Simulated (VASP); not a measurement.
# MgO: molecular dynamics at constant energy

MgO, P6_3mc (no. 186), 8 atoms in the cell. PBE, molecular dynamics; PAW potentials Mg, O (PBE set).

Ensemble: NVE; Starting temperature (K): 1600.

## Input

INCAR:
```
SYSTEM = MgO
ALGO = Normal
EDIFF = 1E-6
ENCUT = 400
GGA = PE
IBRION = 0
ISIF = 2
ISMEAR = 0
ISYM = 0
KPAR = 2
LASPH = .TRUE.
LCHARG = .FALSE.
LREAL = Auto
LWAVE = .FALSE.
MDALGO = 2
NELM = 60
NELMIN = 4
NSW = 60
POTIM = 1.0
PREC = Normal
RANDOM_SEED = 566716 0 0
SIGMA = 0.05
SMASS = -3
TEBEG = 1600
```

KPOINTS:
```
k-points
0
Gamma
  3 2 2
```

POSCAR:
```
MgO
1.0
    3.3077869865      0.0000000000      0.0000000000
    0.0000000000      5.7292551212      0.0000000000
    0.0000000000      0.0000000000      4.9828816700
Mg O
4 4
Direct
    0.5000000001      0.1666666666      0.5021597400
    0.0000000001      0.6666666666      0.5021597400
    0.0000000000      0.3333333333      0.0021597400
    0.5000000000      0.8333333333      0.0021597400
    0.5000000001      0.1666666666      0.9024402600
    0.0000000001      0.6666666666      0.9024402600
    0.0000000000      0.3333333333      0.4024402600
    0.5000000000      0.8333333333      0.4024402600
```

Commands:
```
cat potpaw_PBE.64/Mg/POTCAR potpaw_PBE.64/O/POTCAR > POTCAR
mpirun -np 2 vasp_std > vasp.out
```

## Result

- Rise of the mean potential energy above the start (meV/atom): 97.0
- Mean temperature (K): 743
- Electronic steps per ionic step after the first: 4.1

Course of the run:

| Time (fs) | Temperature (K) | Potential energy less the first (meV/atom) |
|---|---|---|
| 1 | 1600 | 0.0 |
| 6 | 1380 | 24.9 |
| 10 | 1003 | 67.7 |
| 15 | 625 | 110.5 |
| 19 | 566 | 117.1 |
| 24 | 687 | 103.3 |
| 28 | 759 | 95.2 |
| 33 | 695 | 102.5 |
| 37 | 550 | 118.8 |
| 42 | 371 | 139.2 |
| 46 | 334 | 143.4 |
| 51 | 513 | 123.1 |
| 55 | 746 | 96.7 |
| 60 | 917 | 77.3 |

The mean temperature lies below the starting 1600 K, since the atoms start on their sites and part of their kinetic energy turns into potential energy.

REPORT:
```
MDALGO =   2
               SCALING =       0
                 CNEXP =     9.000   14.000
           RANDOM_SEED =            566716                0                0

   original number of atomic DOF:         21
   number of independent constraints:      0
   number of active DOF:                  21

========================================
         MD step No.       1
========================================

  Atomic velocities initialized by STEP_tb

  >Energies
                    E_tot             E_pot             E_kin               EPS                ES
   e_b>   -0.45669887E+02   -0.47117412E+02    0.14475252E+01    0.00000000E+00    0.00000000E+00

  >Temperature
               T_sim     T_inst
   tmprt>   1600.000   1599.784

  >Thermostat:
           s(n+1) sdot(n+1)      s(n)   sdot(n)        Qs
   s_b>   0.00000   0.00000   0.00000   0.00000  -3.00000

           RANDOM_SEED =            566716               48                0

[... steps left out ...]

========================================
         MD step No.      60
========================================

  >Energies
                    E_tot             E_pot             E_kin               EPS                ES
   e_b>   -0.45669138E+02   -0.46498622E+02    0.82948469E+00    0.00000000E+00    0.00000000E+00

  >Temperature
               T_sim     T_inst
   tmprt>   1600.000    916.734

  >Thermostat:
           s(n+1) sdot(n+1)      s(n)   sdot(n)        Qs
   s_b>   0.00000   0.00000   0.00000   0.00000  -3.00000

           RANDOM_SEED =            566716               48                0
```

OSZICAR:
```
N       E                     dE             d eps       ncg     rms          rms(c)
DAV:   1     0.155746225696E+03    0.15575E+03   -0.13568E+04   336   0.110E+03
DAV:   2    -0.431676689167E+02   -0.19891E+03   -0.19272E+03   489   0.260E+02
DAV:   3    -0.554234527597E+02   -0.12256E+02   -0.12217E+02   376   0.708E+01
DAV:   4    -0.555137355638E+02   -0.90283E-01   -0.90246E-01   401   0.698E+00
DAV:   5    -0.555146298517E+02   -0.89429E-03   -0.89427E-03   376   0.672E-01    0.163E+01
DAV:   6    -0.472072843136E+02    0.83073E+01   -0.39652E+01   366   0.382E+01    0.549E+00
DAV:   7    -0.471291131474E+02    0.78171E-01   -0.47985E-01   346   0.552E+00    0.312E+00
DAV:   8    -0.471168033598E+02    0.12310E-01   -0.15414E-01   356   0.441E+00    0.471E-01
DAV:   9    -0.471168586246E+02   -0.55265E-04   -0.36557E-02   391   0.118E+00    0.197E-01
DAV:  10    -0.471173921365E+02   -0.53351E-03   -0.24126E-03   336   0.360E-01    0.388E-02
DAV:  11    -0.471174056554E+02   -0.13519E-04   -0.13225E-04   391   0.768E-02    0.952E-03
DAV:  12    -0.471174135720E+02   -0.79166E-05   -0.10303E-05   346   0.239E-02    0.961E-03
[... left out ...]
     58 T=   874. E= -.45669144E+02 F= -.46460407E+02 E0= -.46460407E+02  EK= 0.79126E+00 SP= 0.00E+00 SK= 0.00E+00
     59 T=   900. E= -.45669140E+02 F= -.46483747E+02 E0= -.46483747E+02  EK= 0.81461E+00 SP= 0.00E+00 SK= 0.00E+00
[... last step whole ...]
       N       E                     dE             d eps       ncg     rms          rms(c)
DAV:   1    -0.464986077125E+02   -0.14861E-01   -0.11883E-04   498   0.240E+00    0.504E-03
DAV:   2    -0.464986228366E+02   -0.15124E-04   -0.15335E-04   346   0.106E-01    0.439E-03
DAV:   3    -0.464986226086E+02    0.22804E-06   -0.63065E-07   276   0.669E-03    0.332E-03
DAV:   4    -0.464986224025E+02    0.20610E-06   -0.36789E-07   223   0.555E-03
     60 T=   917. E= -.45669138E+02 F= -.46498622E+02 E0= -.46498622E+02  EK= 0.82948E+00 SP= 0.00E+00 SK= 0.00E+00
```

Limits: 60 fs of 8 atoms are too short for converged averages; the cell is only 3.3 Å across, so each atom moves in step with near copies of itself.

VASP 6.6.1 took 198 s on 2 cores (Intel Xeon Platinum 8259CL @ 2.50GHz (Skylake/Cascade Lake)), a shared host.
